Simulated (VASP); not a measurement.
# ZnSe (F-43m) in VASP: notebook, part 2 of 2

VASP 6.6.1. Earlier steps stand in the parts before.

## 3. Single point, PBE

INCAR

```
ALGO = Normal ; EDIFF = 1E-7
ENCUT = 350 ; GGA = PE
ISIF = 2 ; ISMEAR = 0
LASPH = T ; LCHARG = F
LREAL = F ; LWAVE = F
NBANDS = 16 ; NELM = 100
PREC = Accurate ; SIGMA = 0.02
```

KPOINTS

```
k-points
0
Gamma
  8 8 8
```

POSCAR

```
ZnSe
1.0
    0.0000000000      2.8338000000      2.8338000000
    2.8338000000      0.0000000000      2.8338000000
    2.8338000000      2.8338000000      0.0000000000
Zn Se
1 1
Direct
    0.0000000000      0.0000000000      0.0000000000
    0.2500000000      0.2500000000      0.2500000000
```

Potentials or basis: VASP PAW PBE potentials, release 64 (Zn, Se).

On the command line:

```sh
$ cat potpaw_PBE.64/Zn/POTCAR potpaw_PBE.64/Se/POTCAR > POTCAR
$ mpirun -np 1 vasp_std > vasp.out
```

OUTCAR:

```text
EDIFF = 1E-7
   ENCUT = 350
   GGA = PE
   ISIF = 2
   ISMEAR = 0
   LASPH = T
   LREAL = F
   NELM = 100
   PREC = Accurate

 ion  position               nearest neighbor table
   1  0.000  0.000  0.000-   2 2.45   2 2.45   2 2.45   2 2.45
   2  0.250  0.250  0.250-   1 2.45   1 2.45   1 2.45   1 2.45

  LATTYP: Found a face centered cubic cell.
 ALAT       =     5.6676000000

  Lattice vectors:

 A1 = (   0.0000000000,   2.8338000000,   2.8338000000)
 A2 = (   2.8338000000,   0.0000000000,   2.8338000000)
 A3 = (   2.8338000000,   2.8338000000,   0.0000000000)

Analysis of symmetry for initial positions (statically):
=====================================================================
 Subroutine PRICEL returns:
 Original cell was already a primitive cell.

 Routine SETGRP: Setting up the symmetry group for a
 face centered cubic supercell.

 Subroutine GETGRP returns: Found 24 space group operations
 (whereof 24 operations were pure point group operations)
 out of a pool of 48 trial point group operations.

The static configuration has the point symmetry T_d .

Analysis of symmetry for dynamics (positions and initial velocities):
=====================================================================
 Subroutine PRICEL returns:
 Original cell was already a primitive cell.

 Routine SETGRP: Setting up the symmetry group for a
 face centered cubic supercell.

 Subroutine GETGRP returns: Found 24 space group operations
 (whereof 24 operations were pure point group operations)
 out of a pool of 48 trial point group operations.

The dynamic configuration has the point symmetry T_d .

 Subroutine INISYM returns: Found 24 space group operations
 (whereof 24 operations are pure point group operations),
 and found     1 'primitive' translations

----------------------------------------------------------------------------------------
[... 106 lines left out ...]
   EMIN   =  10.00;   EMAX   =-10.00  energy-range for DOS
   EFERMI =   0.00;   METHOD = LEGACY
   ISMEAR =     0;   SIGMA  =   0.02  broadening in eV -4-tet -1-fermi 0-gaus
   EFERMI_NEDOS =   21; number of points for ismear=-14 and -15
   IALGO  =     38    algorithm
   IMIX   =      4    mixing-type and parameters
     AMIX     =   0.40;   BMIX     =  1.00
     AMIX_MAG =   1.60;   BMIX_MAG =  1.00
  volume/ion in A,a.u.               =      22.76       153.57
  Fermi-wavevector in a.u.,A,eV,Ry     =   1.201673  2.270834 19.647073  1.444019
  Thomas-Fermi vector in A             =   2.337476
   LORBIT       =      0    0 simple, 1 ext, 2 COOP (PROOUT), +10 PAW based schemes
   GGA     = PE    functional components
   LHFCALC =     F    Hartree Fock is set to
   AEXX    =    0.0000 exact exchange contribution
   IVDW    =     0    specifies the selected vdW correction
   LEPSILON=     F    determine dielectric tensor
   LRPA    =     F    only Hartree local field effects (RPA)
 non-spin polarized calculation
 Gauss-broadening in eV      SIGMA  =   0.02
  energy-cutoff  :      350.00
  volume of cell :       45.51
 maximum number of plane-waves:       692
   NGX = 13   NGY = 13   NGZ = 13

 number of electron      17.9999994 magnetization

 Free energy of the ion-electron system (eV)
  ---------------------------------------------------
  ext. energy  EPLUGINS =         0.00000000
  ---------------------------------------------------
  free energy    TOTEN  =        -6.01898950 eV

  energy without entropy =       -6.01898950  energy(sigma->0) =       -6.01898950

 E-fermi :   1.7285     XC(G=0):  -9.3223

 val. band max:        1.6152584984   @ k =   0.0000   0.0000   0.0000
 cond. band min:       2.9021642762   @ k =   0.0000   0.0000   0.0000
 fundamental gap:      1.2869057778
 Fermi energy:         1.7284990975

 k-point     1 :       0.0000    0.0000    0.0000
  band No.  band energies     occupation
      1     -11.6462      2.00000
      2      -4.9178      2.00000
      3      -4.9178      2.00000
      4      -4.9178      2.00000
      5      -4.5469      2.00000
      6      -4.5469      2.00000
[... 433 lines left out ...]
      3      -4.7771      2.00000
      4      -4.5792      2.00000
      5      -4.5401      2.00000
      6      -4.3383      2.00000
[... 8 lines left out ...]
     15      14.3647      0.00000
     16      15.1801      0.00000

 [... further k-points ...]
[... 5 lines left out ...]
  --------------------------------------------------------------------------------------
  -------------------------------------------------------------------------------------
  Total        0.6015015      0.6015015      0.6015015     -0.0000000      0.0000000     -0.0000000
  in kB       21.1743318     21.1743318     21.1743318     -0.0000000      0.0000000     -0.0000000
  external PRESSURE =      21.1743318 kB  Pullay stress =       0.0000000 kB

 VOLUME and BASIS-vectors are now :
 -----------------------------------------------------------------------------
  energy-cutoff  :      350.00
  volume of cell :       45.51
      direct lattice vectors                 reciprocal lattice vectors
     0.000000000  2.833800000  2.833800000    -0.176441527  0.176441527  0.176441527
     2.833800000  0.000000000  2.833800000     0.176441527 -0.176441527  0.176441527
     2.833800000  2.833800000  0.000000000     0.176441527  0.176441527 -0.176441527

 POSITION                                       TOTAL-FORCE (eV/Angst)
 -----------------------------------------------------------------------------------
      0.00000      0.00000      0.00000        -0.000000     -0.000000     -0.000000
      1.41690      1.41690      1.41690         0.000000      0.000000      0.000000
 -----------------------------------------------------------------------------------
    total drift:                               -0.000006     -0.000006     -0.000005

  FREE ENERGIE OF THE ION-ELECTRON SYSTEM (eV)
  ---------------------------------------------------
  free  energy   TOTEN  =        -6.0189894995 eV

  energy  without entropy=       -6.0189894995  energy(sigma->0) =       -6.01898950
```

stdout:

```text
POSCAR found type information on POSCAR ZnSe
 POSCAR found :  2 types and       2 ions
 scaLAPACK will be used
 LDA part: xc-table for (Slater+PW92), standard interpolation
 POSCAR, INCAR and KPOINTS ok, starting setup
 FFT: planning ... GRIDC
 FFT: planning ... GRID_SOFT
 FFT: planning ... GRID
 WAVECAR not read
 entering main loop
```

It took 17 s on 1 thread of AMD EPYC 7R43 (Zen 3), shared host; peak memory 0.11 GiB.

Results:

```yaml
Free_energy: -6.0190 eV
Pressure: 2.1 GPa
Band_gap_on_the_k_mesh: 1.29 eV, direct
```

Levels at points of the mesh, in eV from the valence-band top:
```csv
k point,band 6,band 7,band 8,band 9,band 10,band 11,band 12,band 13
"(0.00, 0.00, 0.00)",-6.16,0.00,0.00,0.00,1.29,5.80,5.80,5.80
"(0.50, 0.00, 0.00)",-6.00,-5.23,-0.87,-0.87,2.54,6.38,6.38,8.58
"(0.50, 0.50, 0.00)",-5.98,-4.75,-2.19,-2.19,2.98,3.46,10.74,11.24
```

## 4. Comparison with measurements

Step 2. Measured gap of ZnSe: 2.695 eV (an exciton energy, a little under the gap; 300 K; “Alloy Disordering Effects on the Thermal Conductivity and Energy Gap Temperature Dependence of Cd1−xZnxSe Ternary Crystals Grown by the Bridgman Method”, 2023, pmc:10253836). This calculation gives 1.29 eV (-1.41 eV). So large a miss can be the level of theory's own, or it may mean another phase, state or a wrong row. Spin-orbit coupling on Se is left out. The value is that of PBE, without temperature or zero-point motion. Semilocal functionals fall short of measured gaps as a rule.

Step 3. Against the measured gap of ZnSe, 2.695 eV (an exciton energy, a little under the gap; 300 K; “Alloy Disordering Effects on the Thermal Conductivity and Energy Gap Temperature Dependence of Cd1−xZnxSe Ternary Crystals Grown by the Bridgman Method”, 2023, pmc:10253836), the calculated 1.29 eV is off by -1.41 eV. So large a miss can be the level of theory's own, or it may mean another phase, state or a wrong row. Spin-orbit coupling on Se is left out. The value is that of PBE, without temperature or zero-point motion. Semilocal functionals fall short of measured gaps as a rule.
